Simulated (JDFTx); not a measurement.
W under changes of volume

One of the cells (16.731 Å³/atom); the others are scaled copies at fixed shape and fractional positions:

```
W
1.0
     0.00000    2.03000    2.03000
     2.03000    0.00000    2.03000
     2.03000    2.03000    0.00000
W
1
Cartesian
  0.0000 0.0000 0.0000
```

This isn't the form of W at room conditions, which is bcc.

| Property | Result |
| --- | --- |
| Program | JDFTx 1.7.0 (patched build) |
| Functional | PBE |
| Potentials or basis | PseudoDojo-SR-PBE-0.5-standard |
| Cutoff | 1007 eV |
| Density cutoff | 4027 eV |
| k mesh | 11 × 11 × 11 |
| Occupations | fermi-dirac, width 0.05 eV |
| Spin | no spin polarisation |

```csv
volume (Å³/atom),energy over the lowest point (meV/atom),pressure (GPa)
15.727,31.14,14.4
16.062,8.47,7.3
16.396,0.00,0.9
16.731,4.25,-4.8
17.065,19.91,-10.0
17.400,?,?
17.735,80.71,-18.6
```

What does the run at 17.400 Å³/atom give?

Energy over the lowest point 45.78 meV/atom; pressure -14.5 GPa.

Worked out: A Birch-Murnaghan fit of order 3 (a polynomial in V^(-2/3)) to the other rows has its minimum at 16.45 Å³/atom with B0 = V·E''(V) = 294 GPa and B' = 4.5. It gives 45.73 meV/atom at 17.400 Å³/atom, against the run's 45.78, and -dE/dV = -14.6 GPa, against -14.5.

Energies are extrapolated to zero smearing.
